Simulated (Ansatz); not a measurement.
input.yaml (Ansatz)

```yaml
crystal:
  lattice:
    - [-1.5608515766, 1.5608515766, 1.5608515766]
    - [1.5608515766, -1.5608515766, 1.5608515766]
    - [1.5608515766, 1.5608515766, -1.5608515766]
  atoms:
    - { symbol: Zn, position: [0.0, 0.0, 0.0] }
hamiltonian:
  xc: revpbe
  pseudopotentials:
    kind: paw
    azcp:
      Zn: "pseudopotentials/Zn.paw.azcp"
basis:
  ecutwfc: 420
  fft_grid_basis: typed
kpoints:
  mp_grid: { grid: [14, 14, 14], shift: [0, 0, 0] }
magnetization:
  spin_polarized: false
scf:
  occupations: { method: fermi_dirac, width: 0.1 }
relax:
  max_steps: 60
  f_tol: 0.01
  cell: {}
output:
  write_density: true
  write_potential: true
  elf: true
  volumetric_format: npy
```

Output

```
Engine: ansatz 0.2.0, aarch64-unknown-linux-gnu
Pseudopotentials: kind: paw
Pseudopotential: Zn, paw, valence charge 12, recommended cutoff 420 eV (normal) 
Functional definition: revPBE
  parameter kappa = 1.245
  parameter beta = 0.06672455060314922
  exchange = pbe_x(kappa = kappa, mu = beta*pi^2/3)
  correlation = pbe_c(beta = beta)
Crystal: 1 atoms, lattice volume = 15.211 Å³
Basis set: ecut = 420 eV, 321 PW (Γ), exchange–correlation on 40×40×40 points (8 copies of the dense FFT grid, shifted against one another)
Bands: 10, of which v1, the nominal top of the filled ones, is band 6 counted from 1 (5 counted from 0)
Symmetry: 48 space group operations
Space group: Im-3m (ITA 229), of the structure as read, at distance tolerance 2.5e-5 Å
k-points: 104 of 2744
Non-local potential: Zn, projectors of the file, l = 0: 2, l = 1: 2, l = 2: 3, l = 3: 1
PAW form: soft (Blöchl's): semilocal exchange-correlation on the pseudo side does not see the compensation charge
PAW frozen core: Zn, regenerated for the run's functional, and the local potential with it (the file was generated under x = pbe(κ = 0.804, μ = 0.2195149727645171), c = pbe(β = 0.06672455060314922))
PAW one-centre angular grid: Zn, 590 points (default); XC on 64 Gauss nodes
Initial density: superposition of atomic densities (neutral atoms: chi_scale 0, normalization atom), corrected by the library's trained network
Initial wavefunctions: pseudopotential atomic-orbital guess
Functional: x = revpbe(κ = 1.245, μ = 0.2195149727645171), c = pbe(β = 0.06672455060314922)
SCF iter   1: F=—  HF=-3322.805025 eV  |F-HF|=—  |Δ(HF+E_count)|=         —  Δρ=7.20e-3  dr2=3.76e-3  ethr=1.77e-3  ⟨swp⟩=4.8  Hψ=6667  notcnv=0
SCF iter   2: F=—  HF=-3322.804721 eV  |F-HF|=—  |Δ(HF+E_count)|=   3.04e-4  Δρ=4.23e-3  dr2=1.70e-3  ethr=3.14e-5  ⟨swp⟩=2.0  Hψ=2881  notcnv=0  defer=2
SCF iter   3: F=—  HF=-3322.803759 eV  |F-HF|=—  |Δ(HF+E_count)|=   9.63e-4  Δρ=5.29e-4  dr2=2.77e-5  ethr=1.41e-5  ⟨swp⟩=2.0  Hψ=1573  notcnv=0  defer=2
SCF iter   4: F=—  HF=-3322.803775 eV  |F-HF|=—  |Δ(HF+E_count)|=   1.67e-5  Δρ=5.28e-4  dr2=2.04e-5  ethr=2.31e-7  ⟨swp⟩=2.0  Hψ=1672  notcnv=0  defer=2
SCF iter   5: F=—  HF=-3322.803769 eV  |F-HF|=—  |Δ(HF+E_count)|=   6.15e-6  Δρ=1.71e-4  dr2=2.38e-6  ethr=1.70e-7  ⟨swp⟩=2.2  Hψ=1608  notcnv=0  defer=2
SCF iter   6: F=—  HF=-3322.803769 eV  |F-HF|=—  |Δ(HF+E_count)|=   6.76e-7  Δρ=6.97e-5  dr2=4.18e-7  ethr=1.98e-8  ⟨swp⟩=2.0  Hψ=1562  notcnv=0  defer=2
SCF iter   7: F=-3322.803768 eV  HF=-3322.803768 eV  |F-HF|=4.83e-9  |Δ(HF+E_count)|=   1.38e-7  Δρ=6.65e-6  dr2=3.85e-9  ethr=8.33e-10  ⟨swp⟩=7.7  Hψ=5584  notcnv=0
SCF 1 converged in 7 iterations: F = -3322.803768 eV  dr2 = 3.85e-9
...
iter 1 solved again at ethr=1.70e-6 eV; its pass at ethr=3.10e-3 eV (dr2=2.04e-4 eV) is discarded
SCF iter   1: F=—  HF=-3322.809000 eV  |F-HF|=—  |Δ(HF+E_count)|=         —  Δρ=8.03e-4  dr2=2.43e-6  ethr=1.70e-6  ⟨swp⟩=2.2  Hψ=9022  notcnv=0
SCF iter   2: F=—  HF=-3322.809317 eV  |F-HF|=—  |Δ(HF+E_count)|=   3.17e-4  Δρ=4.22e-4  dr2=1.93e-6  ethr=2.02e-8  ⟨swp⟩=2.0  Hψ=1646  notcnv=0
SCF iter   3: F=—  HF=-3322.809407 eV  |F-HF|=—  |Δ(HF+E_count)|=   9.05e-5  Δρ=1.53e-4  dr2=3.07e-7  ethr=1.61e-8  ⟨swp⟩=2.0  Hψ=1618  notcnv=0
SCF iter   4: F=—  HF=-3322.809419 eV  |F-HF|=—  |Δ(HF+E_count)|=   1.14e-5  Δρ=1.87e-5  dr2=2.82e-9  ethr=2.56e-9  ⟨swp⟩=2.0  Hψ=1648  notcnv=0
SCF iter   5: F=—  HF=-3322.809419 eV  |F-HF|=—  |Δ(HF+E_count)|=   2.10e-7  Δρ=6.21e-7  dr2=3.94e-11  ethr=2.35e-11  ⟨swp⟩=2.3  Hψ=1411  notcnv=0
SCF iter   6: F=-3322.809419 eV  HF=-3322.809419 eV  |F-HF|=8.19e-12  |Δ(HF+E_count)|=  7.19e-11  Δρ=1.43e-7  dr2=5.30e-13  ethr=1.00e-12  ⟨swp⟩=5.0  Hψ=3887  notcnv=0
SCF 5 converged in 6 iterations: F = -3322.809419 eV  dr2 = 5.30e-13
relax step   5: F+E_penalty+E_count = -3322.80941892 eV  Δ(F+E_penalty+E_count) = -4.787e-4 eV  max|allowed force component| = 0.000e0 eV/Å  Δτ_max = 0.0000 Å  P = -0.013 GPa  Ω = 15.893 Å³  stress off target by 1.34e-2 GPa  SCF on the basis re-selected at this cell (its energy is not comparable with the rows above)  (6 SCF iters)
basis re-selected at this cell: Δ(F+E_penalty+E_count) = -4.787e-4 eV, ΔP = -0.016 GPa vs the last step (what re-selecting the basis moved, of the pressure what is left beyond the Pulay correction that the steps carried, after the strain that the cell walked since its last selection, with what the two solves' SCF thresholds leave and, on support functions, any second-order correction that the steps lacked; it is no measure of the basis error at this ecutwfc). This SCF's stress stands 1.34e-2 GPa from its target on what of the cell is left free (relax.cell.stress_tol is 5.00e-2 GPa) and its largest allowed force component is 0.00e0 eV/Å (relax.f_tol is 1.00e-2 eV/Å): within both
SCF converged after 6 iterations
Free energy (F): -3322.809419 eV
Harris-Foulkes:  -3322.809419 eV  (|F-HF|=8.19e-12)
Internal energy: -3322.797638 eV  (E = F + TS)
E sigma→0 (E₀):  -3322.803528 eV
Entropy (-TS):   -0.011781 eV (-11.781 meV/atom)
Fermi energy:    10.581842 eV
--- Per-component energies (eV) ---
  E_band       = 44.217662
  E_kinetic    = 130.361693
  E_local      = -1559.915094  (includes V_loc(G=0)·N_el)
  E_nonlocal   = 611.229193
  E_hartree    = 653.400777
  E_xc         = -137.514598
  E_vxc        = -51.638694  (∫ρ·V_xc dr)
  E_paw        = -1829.212688  (= ΣΔE_a)
  E_vpaw       = -392.620595  (= ΣTr[D̂ρ^β])
  E_aug_tail   = -0.000366  (compensation charges beyond the density's cutoff)
  E_ewald      = -1191.089652
  E_core_change = -0.056904  (= ΣΔE_core)
  E_smearing   = -0.011781  (= −TS)
  E_closure    = -0.000000  (closes the sum)
  Σ components = -3322.809419   (vs F -3322.809419, Δ=0.00e0)
--- Forces (eV/Å), atoms counted from 1 ---
  atom   1  Zn    -0.00000000     0.00000000     0.00000000
  max |Σ_I F_I| component: 5.75e-32 eV/Å
--- Stress (GPa, compression-positive) ---
       -0.013357       0.000000       0.000000
        0.000000      -0.013357      -0.000000
       -0.000000       0.000000      -0.013357
  P = ⅓ Tr σ = -0.0134 GPa (-0.134 kbar)
--- Band table (eV; the first three rows and the last of 104) ---
  k-point 0: bands = ["0.4823", "2.9331", "2.9331", "2.9331", "3.4046", "3.4046", "29.1592", "29.1592", "29.1592", "30.6708"]
  k-point 1: bands = ["0.6399", "2.9190", "2.9367", "2.9688", "3.3913", "3.4055", "27.0006", "28.0505", "28.4623", "29.5935"]
  k-point 2: bands = ["1.0993", "2.8794", "2.9529", "3.0703", "3.3623", "3.4082", "23.4978", "26.3406", "27.0119", "28.3378"]
  k-point 103: bands = ["2.4174", "2.4174", "3.6445", "3.6445", "3.6445", "14.7187", "14.7187", "14.7187", "17.7856", "18.9452"]
--- Relaxed structure (4 steps of the walk, 4 accepted, 1 SCFs on fresh bases) ---
  F+E_penalty+E_count = -3322.80941892 eV   max|allowed force component| = 0.000e0 eV/Å   (the final SCF, on the basis selected at the relaxed cell)
  cell:  # Å, volume = 15.8935 Å³
    - [-1.583870845549445, 1.583870845549445, 1.583870845549445]
    - [1.583870845549445, -1.583870845549445, 1.583870845549445]
    - [1.583870845549445, 1.583870845549445, -1.583870845549445]
  atoms:
    - { symbol: Zn, position: [0.0, 0.0, 0.0] }
```
